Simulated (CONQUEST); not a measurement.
The system is Ge.

```xyz
4
Lattice="4.0007 0.0000 0.0000 0.0000 4.0007 0.0000 0.0000 0.0000 5.6578" Properties=species:S:1:pos:R:3 pbc="T T T"
Ge    0.0000    2.0003    1.4145
Ge    2.0003    0.0000    4.2434
Ge    0.0000    0.0000    2.8289
Ge    2.0003    2.0003    0.0000
```

Base run:

```yaml
Program: CONQUEST 1.3
Functional: PBE
Potentials_or_basis: PseudoDojo NC PBE, SZP, grid cutoff 120 Ha
k_mesh: 5 × 5 × 4
Occupations: fermi-dirac, width 0.05 eV
Spin: no spin polarisation
```

Its results: band gap on the k mesh 0.33 eV; pressure 8.2 GPa.

Q: The run is repeated on the same cell with these changes: k mesh from 5 × 5 × 4 to 6 × 6 × 4. What comes out?

A: Band gap on the k mesh 0.23 eV; pressure 8.2 GPa.

Caveats: the atomic basis is small; the basis of atomic orbitals isn't converged, which shifts pressures, moduli and gaps; the real-space grid breaks the cell's symmetry a little; the box holds several primitive cells, so bands are folded and the points are those of the box's own zone (some runs); an odd mesh through Γ misses points on the zone boundary, where band edges often lie (some runs).
